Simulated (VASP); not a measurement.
# Pm (Fm-3m) in VASP: notebook

One crystal, Pm, is run at these levels: LDA; tasks: single point.

All numbers are computed with VASP 6.6.1; they aren't measurements. Logs are shortened: lines on timing, memory, paths and dates and some standing lists are left out, and cuts for length are marked.

## Step 1: The structure

It takes space group Fm-3m (No. 225, cubic). The conventional cell has a = 5.168 Å, b = 5.168 Å, c = 5.168 Å, α = 90.00°, β = 90.00°, γ = 90.00°. Pm (site symmetry m-3m) has 12 Pm at 3.65 Å as nearest neighbours.

This isn't the form of Pm at room conditions, which is double hcp.

## Step 2: Single point, LDA, collinear spin, ferromagnetic start

The input, INCAR:

```
PREC     = Accurate       # precision mode
ENCUT    = 400            # plane-wave cutoff, eV
EDIFF    = 1E-6           # SCF threshold, eV
ISMEAR   = -1             # smearing method
SIGMA    = 0.2            # smearing width, eV
LREAL    = F              # projectors in reciprocal space
LASPH    = T              # aspherical terms in the spheres
NELM     = 100            # most SCF steps
ALGO     = Normal         # electronic algorithm
ISIF     = 2              # what is computed and relaxed
LWAVE    = F              # write WAVECAR
LCHARG   = F              # write CHGCAR
ISPIN    = 2              # spin polarisation
MAGMOM   = 4              # initial moments
LORBIT   = 11             # projections on sites
LMAXMIX  = 6              # l up to which the mixer works
GGA      = CA             # functional
NBANDS   = 18             # bands
ADDGRID  = F
```

The input, KPOINTS:

```
Automatic mesh
0
Gamma
  9 9 9
```

The input, POSCAR:

```
Pm
1.0
   -0.0555010000      2.5655700000      2.5293400000
    2.5242190000     -0.0080540000      2.4818930000
    2.6229240000      2.6168280000     -0.1067590000
Pm
1
Direct
    0.0077670000      0.0042080000     -0.0216400000
```

Potentials or basis: VASP PAW PBE potentials, release 64 (Pm).

The run is started by

```bash
cat potpaw_PBE.64/Pm/POTCAR > POTCAR
mpirun -np 1 vasp_std > vasp.out
```

OUTCAR:

```text
PREC = Accurate
   ENCUT = 400
   EDIFF = 1E-6
   ISMEAR = -1
   LREAL = F
   LASPH = T
   NELM = 100
   ISIF = 2
   ISPIN = 2
   LORBIT = 11
   GGA = CA

 Found    365 irreducible k-points:

 Following reciprocal coordinates:
            Coordinates               Weight
  0.000000  0.000000  0.000000      1.000000
  0.111111  0.000000  0.000000      2.000000
  0.222222  0.000000  0.000000      2.000000
  0.333333 -0.000000  0.000000      2.000000
  0.444444  0.000000  0.000000      2.000000
  0.000000  0.111111 -0.000000      2.000000
   k-points           NKPTS =    365   k-points in BZ     NKDIM =    365   number of bands    NBANDS=     18
   number of dos      NEDOS =    301   number of ions     NIONS =      1
   total plane-waves  NPLWV =  13824
   dimension x,y,z NGX =    24 NGY =   24 NGZ =   24
   dimension x,y,z NGXF=    48 NGYF=   48 NGZF=   48
   ions per type =               1
   NGX,Y,Z   is equivalent  to a cutoff of  11.07, 11.27, 10.76 a.u.
   NGXF,Y,Z  is equivalent  to a cutoff of  22.15, 22.54, 21.53 a.u.
 SYSTEM =  unknown system
   PREC   = accura    normal or accurate (medium, high low for compatibility)
   ISTART =      0    job   : 0-new  1-cont  2-samecut
   ICHARG =      2    charge: 1-file 2-atom 10-const
   ISPIN  =      2    spin polarized calculation?
   LNONCOLLINEAR =      F non collinear calculations
   LSORBIT =      F    spin-orbit coupling
   LASPH  =      T    aspherical Exc in radial PAW
   ENCUT  =  400.0 eV  29.40 Ry    5.42 a.u.   5.88  5.77  6.04*2*pi/ulx,y,z
   NELM   =    100;   NELMIN=  2; NELMDL= -5     # of ELM steps
   EDIFF  = 0.1E-05   stopping-criterion for ELM
[... 19 lines left out ...]
     AMIX_MAG =   1.60;   BMIX_MAG =  1.00
  volume/ion in A,a.u.               =      34.51       232.91
  Fermi-wavevector in a.u.,A,eV,Ry     =   1.240052  2.343359 20.922083  1.537730
  Thomas-Fermi vector in A             =   2.374509
   LORBIT       =     11    0 simple, 1 ext, 2 COOP (PROOUT), +10 PAW based schemes
[... 5 lines left out ...]
   LRPA    =     F    only Hartree local field effects (RPA)
 spin polarized calculation
  energy-cutoff  :      400.00
  volume of cell :       34.51
 maximum number of plane-waves:       641
   NGX = 11   NGY = 11   NGZ = 13

 number of electron      15.0000000 magnetization       5.0916077

 Free energy of the ion-electron system (eV)
  ---------------------------------------------------
  ext. energy  EPLUGINS =         0.00000000
  ---------------------------------------------------
  free energy    TOTEN  =        -8.46120435 eV

  energy without entropy =       -7.52635983  energy(sigma->0) =       -7.99378209

 E-fermi :   5.5644     XC(G=0): -10.0587

 val. band max:        5.5638617374   @ k =   0.3333  -0.0000   0.1111
 cond. band min:       5.5643922215   @ k =  -0.1111   0.0000   0.4444
 fundamental gap:      0.0005304841
 Fermi energy:         5.5643720054

 spin component 1

 k-point     1 :       0.0000    0.0000    0.0000
  band No.  band energies     occupation
      1     -32.8914      1.00000
      2     -12.9668      1.00000
      3     -12.9070      1.00000
      4     -12.8610      1.00000
      5       1.4305      1.00000
      6       5.1117      0.90579
[... 10 lines left out ...]
     17       9.8506      0.00000
     18      14.8864      0.00000

 k-point     2 :       0.1111    0.0000    0.0000
  band No.  band energies     occupation
      1     -32.8785      1.00000
      2     -13.0565      1.00000
      3     -12.9628      1.00000
      4     -12.8793      1.00000
      5       1.7769      1.00000
      6       5.0927      0.91360
[... 10 lines left out ...]
     17       9.6953      0.00000
     18      15.5246      0.00000

 k-point     3 :       0.2222    0.0000    0.0000
  band No.  band energies     occupation
      1     -32.8449      1.00000
      2     -13.3763      1.00000
      3     -12.9961      1.00000
      4     -12.9239      1.00000
      5       2.6255      1.00000
      6       5.0858      0.91629
[... 10 lines left out ...]
     17       9.7743      0.00000
     18      15.2506      0.00000

 k-point     4 :       0.3333   -0.0000    0.0000
  band No.  band energies     occupation
      1     -32.8067      1.00000
      2     -13.7210      1.00000
      3     -13.0298      1.00000
      4     -12.9734      1.00000
      5       3.3733      0.99998
      6       5.1816      0.87144
[... 10 lines left out ...]
     17      10.6916      0.00000
     18      14.4275      0.00000

 k-point     5 :       0.4444    0.0000    0.0000
  band No.  band energies     occupation
      1     -32.7817      1.00000
      2     -13.9348      1.00000
      3     -13.0517      1.00000
      4     -13.0049      1.00000
      5       3.5979      0.99995
      6       5.1522      0.88705
[... 10 lines left out ...]
     17      11.6701      0.00000
     18      14.2959      0.00000

 k-point     6 :       0.0000    0.1111   -0.0000
  band No.  band energies     occupation
      1     -32.8762      1.00000
      2     -13.0320      1.00000
      3     -12.9744      1.00000
      4     -12.9094      1.00000
      5       1.7967      1.00000
      6       5.0911      0.91421
[... 10 lines left out ...]
     17       9.6340      0.00000
     18      15.5570      0.00000

 [... further k-points ...]

 spin component 2

 k-point     1 :       0.0000    0.0000    0.0000
  band No.  band energies     occupation
      1     -30.9384      1.00000
      2     -11.3999      1.00000
      3     -11.3309      1.00000
      4     -11.2788      1.00000
      5       2.1376      1.00000
      6       7.6842      0.00002
[... 10 lines left out ...]
     17      10.7707      0.00000
     18      15.9033      0.00000

 k-point     2 :       0.1111    0.0000    0.0000
  band No.  band energies     occupation
      1     -30.9236      1.00000
      2     -11.5019      1.00000
      3     -11.3942      1.00000
      4     -11.2991      1.00000
      5       2.4971      1.00000
      6       7.3077      0.00016
[... 10 lines left out ...]
     17      10.6385      0.00000
     18      16.5028      0.00000

 k-point     3 :       0.2222    0.0000    0.0000
  band No.  band energies     occupation
      1     -30.8853      1.00000
      2     -11.8621      1.00000
      3     -11.4315      1.00000
      4     -11.3483      1.00000
      5       3.3702      0.99998
      6       6.9004      0.00125
[... 10 lines left out ...]
     17      10.7875      0.00000
     18      16.0715      0.00000

 k-point     4 :       0.3333   -0.0000    0.0000
  band No.  band energies     occupation
      1     -30.8415      1.00000
      2     -12.2470      1.00000
      3     -11.4688      1.00000
      4     -11.4031      1.00000
      5       4.1299      0.99923
      6       7.0707      0.00054
[... 10 lines left out ...]
     17      11.7303      0.00000
     18      15.3108      0.00000

 k-point     5 :       0.4444    0.0000    0.0000
  band No.  band energies     occupation
      1     -30.8126      1.00000
      2     -12.4845      1.00000
      3     -11.4931      1.00000
      4     -11.4379      1.00000
      5       4.3508      0.99769
      6       7.5233      0.00006
[... 10 lines left out ...]
     17      12.7088      0.00000
     18      15.2488      0.00000

 k-point     6 :       0.0000    0.1111   -0.0000
  band No.  band energies     occupation
      1     -30.9212      1.00000
      2     -11.4727      1.00000
      3     -11.4080      1.00000
      4     -11.3330      1.00000
      5       2.5162      1.00000
      6       7.3899      0.00011
[... 10 lines left out ...]
     17      10.5831      0.00000
     18      16.5163      0.00000

 [... further k-points ...]
[... 5 lines left out ...]
  --------------------------------------------------------------------------------------
  -------------------------------------------------------------------------------------
  Total       -0.6025976     -0.6098022     -0.5669447     -0.0624475      0.0897243      0.2332790
  in kB      -27.9732063    -28.3076502    -26.3181590     -2.8988771      4.1650956     10.8290537
  external PRESSURE =     -27.5330051 kB  Pullay stress =       0.0000000 kB

 VOLUME and BASIS-vectors are now :
 -----------------------------------------------------------------------------
  energy-cutoff  :      400.00
  volume of cell :       34.51
      direct lattice vectors                 reciprocal lattice vectors
    -0.055501000  2.565570000  2.529340000    -0.188150331  0.196421533  0.191996440
     2.524219000 -0.008054000  2.481893000     0.199708474 -0.192047705  0.199180755
     2.622924000  2.616828000 -0.106759000     0.185079531  0.188976904 -0.187622612

 POSITION                                       TOTAL-FORCE (eV/Angst)
 -----------------------------------------------------------------------------------
      2.57635      2.58009     -0.07436        -0.000000      0.000000      0.000000
 -----------------------------------------------------------------------------------
    total drift:                                0.000009     -0.000002      0.000001

  FREE ENERGIE OF THE ION-ELECTRON SYSTEM (eV)
  ---------------------------------------------------
  free  energy   TOTEN  =        -8.4612043504 eV

  energy  without entropy=       -7.5263598318  energy(sigma->0) =       -7.99378209

 total charge

# of ion       s       p       d       f       tot
--------------------------------------------------
    1        2.043   5.483   0.502   4.387  12.414

 magnetization (x)

# of ion       s       p       d       f       tot
--------------------------------------------------
    1       -0.000   0.024   0.163   4.368   4.555
```

Wall time 1.9 min (1 thread of Intel Xeon 6975P-C (Granite Rapids), shared host); peak memory 0.33 GiB.

The run converged, but some of its settings lie outside the range that counts as converged, so its numbers aren't taken as properties of the crystal.

What came out:

- Free energy: -8.4612 eV
- Pressure: -2.8 GPa
- Band gap on the k mesh: none (metal or under the smearing width)
- Net moment: 5.09 μB per cell
- Site moments: Pm +4.55 μB
- Valence electrons inside the program's atomic spheres: Pm 12.41

Caveat: the cutoff is under 1.25 times the usual one of these potentials, so pressure, stress and relaxed cells hold a basis-set (Pulay) error; the magnetic or orbital state may not be the lowest; the PAW data sets were made with another functional, which shifts forces and pressure a little; spin-orbit coupling is left out, which moves the levels of the heavy elements.

## Step 3: Single point, LDA, collinear spin, ferromagnetic start

This run uses another cell than the first one, of the same volume but with other edges.

INCAR: that of step 2 with these lines changed.

```diff
@@ -1,3 +1,3 @@
 PREC     = Accurate       # precision mode
-ENCUT    = 400            # plane-wave cutoff, eV
+ENCUT    = 550            # plane-wave cutoff, eV
 EDIFF    = 1E-6           # SCF threshold, eV
```

The input, KPOINTS:

```
Automatic mesh
0
Gamma
  8 8 8
```

The input, POSCAR:

```
Pm
1.0
    0.0000000000      2.5841748100      2.5841748100
    2.5841748100      0.0000000000      2.5841748100
    2.5841748100      2.5841748100      0.0000000000
Pm
1
Direct
    0.0000000000      0.0000000000      0.0000000000
```

Potentials or basis: VASP PAW PBE potentials, release 64 (Pm).

The run is started by

```bash
cat potpaw_PBE.64/Pm/POTCAR > POTCAR
mpirun -np 1 vasp_std > vasp.out
```

Run time: 21 s. Hardware: 1 thread of Intel Xeon 6975P-C (Granite Rapids), shared host; peak memory 0.17 GiB.

These settings aren't checked as converged: the numbers below hold their error.

Results:

* Free energy: -8.4800 eV
* Pressure: -2.3 GPa
* Band gap on the k mesh: none (metal or under the smearing width)
* Net moment: 5.09 μB per cell
* Site moments: Pm +4.56 μB
* Valence electrons inside the program's atomic spheres: Pm 12.41

Caveat: the magnetic or orbital state may not be the lowest; the PAW data sets were made with another functional, which shifts forces and pressure a little; spin-orbit coupling is left out, which moves the levels of the heavy elements.

## Step 4: Single point, LDA, collinear spin, ferromagnetic start

INCAR is that of step 3.

KPOINTS is that of step 3.

The input, POSCAR:

```
Pm
1.0
   -0.0555010000      2.5655700000      2.5293400000
    2.5242190000     -0.0080540000      2.4818930000
    2.6229240000      2.6168280000     -0.1067590000
Pm
1
Direct
    0.0077670000      0.0042080000     -0.0216400000
```

The run is started by

```bash
cat potpaw_PBE.64/Pm/POTCAR > POTCAR
mpirun -np 1 vasp_std > vasp.out
```

It took 2.9 min on 1 thread of Intel Xeon 6975P-C (Granite Rapids), shared host; peak memory 0.37 GiB.

The run converged, but some of its settings lie outside the range that counts as converged, so its numbers aren't taken as properties of the crystal.

What came out:

| Item | Value |
| --- | --- |
| Free energy | -8.4714 eV |
| Pressure | -2.0 GPa |
| Band gap on the k mesh | none (metal or under the smearing width) |
| Net moment | 5.09 μB per cell |
| Site moments | Pm +4.56 μB |
| Valence electrons inside the program's atomic spheres | Pm 12.41 |

Caveat: the magnetic or orbital state may not be the lowest; the PAW data sets were made with another functional, which shifts forces and pressure a little; spin-orbit coupling is left out, which moves the levels of the heavy elements.
